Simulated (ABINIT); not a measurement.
# HfC (Fm-3m) in ABINIT: notebook

The runs below take HfC through equation of state, band structure, with BP86+D3, PW91, PBE+D4, BP86.

All numbers are computed with ABINIT 10.8.3 (patched build); they aren't measurements. Logs are shortened: lines on timing, memory, paths and dates and some standing lists are left out, and cuts for length are marked. The log counts tension as positive stress, the text compression.

## (1) The structure

It takes space group Fm-3m (No. 225, cubic). Conventional cell: a = 4.650 Å, b = 4.650 Å, c = 4.650 Å, α = 90.00°, β = 90.00°, γ = 90.00°. Hf (site symmetry m-3m) has 6 C at 2.33 Å as nearest neighbours. C (site symmetry m-3m) is surrounded by 6 Hf at 2.33 Å.

## (2) Equation of state, BP86+D3

Input file run.abi:

```
# Datasets: one volume each
ndtset 7
getwfk -1
scalecart1 3*0.9795861087
scalecart2 3*0.9864848297
scalecart3 3*0.9932883884
scalecart4 3*1.0000000000
scalecart5 3*1.0066227096
scalecart6 3*1.0131594038
scalecart7 3*1.0196128224

# Pseudopotentials
pp_dirpath "./"
pseudos "Hf.GGA_PBE-JTH.xml, C.GGA_PBE-JTH.xml"

# Structure
acell 3*1.0
rprim
     0.0000000000     4.3936132398     4.3936132398
     4.3936132398     0.0000000000     4.3936132398
     4.3936132398     4.3936132398     0.0000000000
ntypat 2
znucl 72 6
natom 2
typat 1 2
xred
     0.5000000000     0.5000000000     0.5000000000
     0.0000000000     0.0000000000     0.0000000000

# Plane-wave basis
ecut 20.0
pawecutdg 40.0

# k points
kptopt 1
ngkpt 10 10 10
nshiftk 1
shiftk 0.0 0.0 0.0

# Exchange and correlation
ixc -106132
vdw_xc 6

# Bands and occupations
nband 12
occopt 3
tsmear 0.05 eV

# SCF cycle
nstep 100
tolvrs 1.0e-9

# Output
iomode 3
prtwf 1
prtden 0
prteig 0
prtebands 0
enunit 1
```

Potentials or basis: JTH PAW PBE v2.0.

Started as:

```
> abinit run.abi > log 2>&1
```

run.abo:

```text
.Version 10.8.3 of ABINIT
 DATASET    1 : space group Fm -3 m (#225); Bravais cF (face-center cubic)
================================================================================
 Values of the parameters that define the memory need for DATASET  1.
     intxc =       0    ionmov =       0      iscf =      17    lmnmax =      18
     lnmax =       6     mgfft =      27  mpssoang =       3    mqgrid =    3001
     natom =       2  nloc_mem =       2    nspden =       1   nspinor =       1
    nsppol =       1      nsym =      48    n1xccc =       1    ntypat =       2
    occopt =       3   xclevel =       2
       mpw =         692          nfft =       19683          nkpt =          47
 PAW method is used; the additional fine FFT grid is defined by:
   mgfftf=        36    nfftf =     46656
================================================================================
================================================================================
[... 71 lines left out ...]
 DATASET    7 : space group Fm -3 m (#225); Bravais cF (face-center cubic)
================================================================================
 Values of the parameters that define the memory need for DATASET  7.
     intxc =       0    ionmov =       0      iscf =      17    lmnmax =      18
     lnmax =       6     mgfft =      27  mpssoang =       3    mqgrid =    3001
     natom =       2  nloc_mem =       2    nspden =       1   nspinor =       1
    nsppol =       1      nsym =      48    n1xccc =       1    ntypat =       2
    occopt =       3   xclevel =       2
       mpw =         785          nfft =       19683          nkpt =          47
 PAW method is used; the additional fine FFT grid is defined by:
   mgfftf=        40    nfftf =     64000
================================================================================
================================================================================

--------------------------------------------------------------------------------
------------- Echo of variables that govern the present computation ------------
--------------------------------------------------------------------------------
 -outvars: echo values of preprocessed input variables --------
            acell      1.0000000000E+00  1.0000000000E+00  1.0000000000E+00 Bohr
              amu      1.78490000E+02  1.20110000E+01
             ecut      2.00000000E+01 Hartree
           enunit           1
           getwfk          -1
              ixc     -106132
           jdtset        1    2    3    4    5    6    7
         kptrlatt       10    0    0      0   10    0      0    0   10
          kptrlen1     6.08666557E+01
          kptrlen2     6.12953082E+01
          kptrlen3     6.17180478E+01
          kptrlen4     6.21350743E+01
          kptrlen5     6.25465769E+01
          kptrlen6     6.29527348E+01
          kptrlen7     6.33537185E+01
            natom           2
            nband          12
           ndtset           7
            ngfft          27      27      27
          ngfftdg1         36      36      36
          ngfftdg2         36      36      36
          ngfftdg3         36      36      36
          ngfftdg4         36      36      36
          ngfftdg5         36      36      36
          ngfftdg6         36      36      36
          ngfftdg7         40      40      40
             nkpt          47
            nstep         100
             nsym          48
           ntypat           2
           occopt           3
        pawecutdg      4.00000000E+01 Hartree
         pawxcdev           0
           prtden           0
        prtebands           0
           prteig           0
            rprim1     0.0000000000E+00  4.3039224967E+00  4.3039224967E+00
                       4.3039224967E+00  0.0000000000E+00  4.3039224967E+00
                       4.3039224967E+00  4.3039224967E+00  0.0000000000E+00
            rprim2     0.0000000000E+00  4.3342328086E+00  4.3342328086E+00
                       4.3342328086E+00  0.0000000000E+00  4.3342328086E+00
                       4.3342328086E+00  4.3342328086E+00  0.0000000000E+00
            rprim3     0.0000000000E+00  4.3641250142E+00  4.3641250142E+00
                       4.3641250142E+00  0.0000000000E+00  4.3641250142E+00
                       4.3641250142E+00  4.3641250142E+00  0.0000000000E+00
            rprim4     0.0000000000E+00  4.3936132398E+00  4.3936132398E+00
                       4.3936132398E+00  0.0000000000E+00  4.3936132398E+00
[... 14 lines left out ...]
           useylm           1
           vdw_xc           6
           xangst1     2.2775377012E+00  2.2775377012E+00  2.2775377012E+00
                       0.0000000000E+00  0.0000000000E+00  0.0000000000E+00
           xangst2     2.2935772275E+00  2.2935772275E+00  2.2935772275E+00
                       0.0000000000E+00  0.0000000000E+00  0.0000000000E+00
           xangst3     2.3093955015E+00  2.3093955015E+00  2.3093955015E+00
                       0.0000000000E+00  0.0000000000E+00  0.0000000000E+00
           xangst4     2.3249999984E+00  2.3249999984E+00  2.3249999984E+00
                       0.0000000000E+00  0.0000000000E+00  0.0000000000E+00
           xangst5     2.3403977983E+00  2.3403977983E+00  2.3403977983E+00
                       0.0000000000E+00  0.0000000000E+00  0.0000000000E+00
           xangst6     2.3555956123E+00  2.3555956123E+00  2.3555956123E+00
                       0.0000000000E+00  0.0000000000E+00  0.0000000000E+00
           xangst7     2.3705998105E+00  2.3705998105E+00  2.3705998105E+00
                       0.0000000000E+00  0.0000000000E+00  0.0000000000E+00
            xcart1     4.3039224967E+00  4.3039224967E+00  4.3039224967E+00
                       0.0000000000E+00  0.0000000000E+00  0.0000000000E+00
            xcart2     4.3342328086E+00  4.3342328086E+00  4.3342328086E+00
                       0.0000000000E+00  0.0000000000E+00  0.0000000000E+00
            xcart3     4.3641250142E+00  4.3641250142E+00  4.3641250142E+00
                       0.0000000000E+00  0.0000000000E+00  0.0000000000E+00
            xcart4     4.3936132398E+00  4.3936132398E+00  4.3936132398E+00
                       0.0000000000E+00  0.0000000000E+00  0.0000000000E+00
            xcart5     4.4227108644E+00  4.4227108644E+00  4.4227108644E+00
                       0.0000000000E+00  0.0000000000E+00  0.0000000000E+00
            xcart6     4.4514305706E+00  4.4514305706E+00  4.4514305706E+00
                       0.0000000000E+00  0.0000000000E+00  0.0000000000E+00
            xcart7     4.4797843960E+00  4.4797843960E+00  4.4797843960E+00
                       0.0000000000E+00  0.0000000000E+00  0.0000000000E+00
             xred      5.0000000000E-01  5.0000000000E-01  5.0000000000E-01
                       0.0000000000E+00  0.0000000000E+00  0.0000000000E+00
            znucl       72.00000    6.00000

================================================================================

 chkinp: Checking input parameters for consistency, jdtset=   1.

 chkinp: Checking input parameters for consistency, jdtset=   2.
[... 36 lines left out ...]
 getcut: wavevector=  0.0000  0.0000  0.0000  ngfft=  36  36  36
         ecut(hartree)=     40.000   => boxcut(ratio)=   2.07744

--- Pseudopotential description ------------------------------------------------
- pspini: atom type   1  psp file is ./Hf.GGA_PBE-JTH.xml
 Pseudopotential format is: paw10
 basis_size (lnmax)=  6 (lmn_size= 18), orbitals=   0   0   1   1   2   2
 Spheres core radius: rc_sph= 2.41119446
 Shapefunction is SIN type: shapef(r)=[sin(pi*r/rshp)/(pi*r/rshp)]**2
 Radius for shape functions =  2.41119446
 Compensation charge density is not taken into account in XC energy/potential

- pspini: atom type   2  psp file is ./C.GGA_PBE-JTH.xml
 Pseudopotential format is: paw10
 basis_size (lnmax)=  4 (lmn_size=  8), orbitals=   0   0   1   1
 Spheres core radius: rc_sph= 1.50736703
 Shapefunction is SIN type: shapef(r)=[sin(pi*r/rshp)/(pi*r/rshp)]**2
 Radius for shape functions =  1.30052589
 Compensation charge density is not taken into account in XC energy/potential

   1.55524723E+03                                ecore*ucvol(ha*bohr**3)
--------------------------------------------------------------------------------

[... 1059 lines left out ...]
 getcut: wavevector=  0.0000  0.0000  0.0000  ngfft=  40  40  40
         ecut(hartree)=     40.000   => boxcut(ratio)=   2.21765

 getcut : COMMENT -
  Note that boxcut > 2.2 ; recall that boxcut=Gcut(box)/Gcut(sphere) = 2
  is sufficient for exact treatment of convolution.
  Such a large boxcut is a waste : you could raise ecut
  e.g. ecut=   49.179660 Hartrees makes boxcut=2

--------------------------------------------------------------------------------

-inwffil : will read wavefunctions from disk file runo_DS6_WFK.nc

================================================================================
[... 138 lines left out ...]
-Cartesian components of stress tensor (GPa)         [Pressure= -1.9537E+01 GPa]
- sigma(1 1)=  1.95368882E+01  sigma(3 2)=  0.00000000E+00
- sigma(2 2)=  1.95368882E+01  sigma(3 1)=  0.00000000E+00
- sigma(3 3)=  1.95368882E+01  sigma(2 1)=  0.00000000E+00

== END DATASET(S) ==============================================================
================================================================================

 -outvars: echo values of variables after computation  --------
            acell      1.0000000000E+00  1.0000000000E+00  1.0000000000E+00 Bohr
           etotal1    -5.5955965268E+01
           etotal2    -5.5956559385E+01
           etotal3    -5.5956526296E+01
           etotal4    -5.5955910734E+01
           etotal5    -5.5954776866E+01
           etotal6    -5.5953162055E+01
           etotal7    -5.5951134156E+01
            fcart1    -0.0000000000E+00 -0.0000000000E+00 -0.0000000000E+00
                      -0.0000000000E+00 -0.0000000000E+00 -0.0000000000E+00
            fcart2    -0.0000000000E+00 -0.0000000000E+00 -0.0000000000E+00
                      -0.0000000000E+00 -0.0000000000E+00 -0.0000000000E+00
            fcart3    -0.0000000000E+00 -0.0000000000E+00 -0.0000000000E+00
                      -0.0000000000E+00 -0.0000000000E+00 -0.0000000000E+00
            fcart4    -0.0000000000E+00 -0.0000000000E+00 -0.0000000000E+00
                      -0.0000000000E+00 -0.0000000000E+00 -0.0000000000E+00
            fcart5    -0.0000000000E+00 -0.0000000000E+00 -0.0000000000E+00
                      -0.0000000000E+00 -0.0000000000E+00 -0.0000000000E+00
[... 38 lines left out ...]
                       0.0000000000E+00  0.0000000000E+00  0.0000000000E+00
           xangst1     2.2775377012E+00  2.2775377012E+00  2.2775377012E+00
                       0.0000000000E+00  0.0000000000E+00  0.0000000000E+00
           xangst2     2.2935772275E+00  2.2935772275E+00  2.2935772275E+00
                       0.0000000000E+00  0.0000000000E+00  0.0000000000E+00
           xangst3     2.3093955015E+00  2.3093955015E+00  2.3093955015E+00
                       0.0000000000E+00  0.0000000000E+00  0.0000000000E+00
           xangst4     2.3249999984E+00  2.3249999984E+00  2.3249999984E+00
                       0.0000000000E+00  0.0000000000E+00  0.0000000000E+00
           xangst5     2.3403977983E+00  2.3403977983E+00  2.3403977983E+00
                       0.0000000000E+00  0.0000000000E+00  0.0000000000E+00
           xangst6     2.3555956123E+00  2.3555956123E+00  2.3555956123E+00
                       0.0000000000E+00  0.0000000000E+00  0.0000000000E+00
           xangst7     2.3705998105E+00  2.3705998105E+00  2.3705998105E+00
                       0.0000000000E+00  0.0000000000E+00  0.0000000000E+00
             xred      5.0000000000E-01  5.0000000000E-01  5.0000000000E-01
                       0.0000000000E+00  0.0000000000E+00  0.0000000000E+00
 Calculation completed.
```

It took 77 s on 1 thread of Arm Neoverse V2, shared host; peak memory 0.15 GiB.

Results:

```yaml
Equilibrium_volume: 12.17 Å³/atom
Bulk_modulus: 256 GPa
Pressure_derivative_of_the_bulk_modulus: "3.9 (rough: it moves with the points fitted)"
```

Energy against volume, from the lowest point:
| volume (Å³/atom) | energy (meV/atom) |
| --- | --- |
| 11.814 | 8.08 |
| 12.065 | 0.00 |
| 12.317 | 0.45 |
| 12.568 | 8.83 |
| 12.819 | 24.25 |
| 13.071 | 46.22 |
| 13.322 | 73.81 |

Caveat: pressures at fixed basis lie under the slope of the energies; the PAW data sets were made with another functional, which shifts forces and pressure a little.

(Part 1 of 3 ends here.)
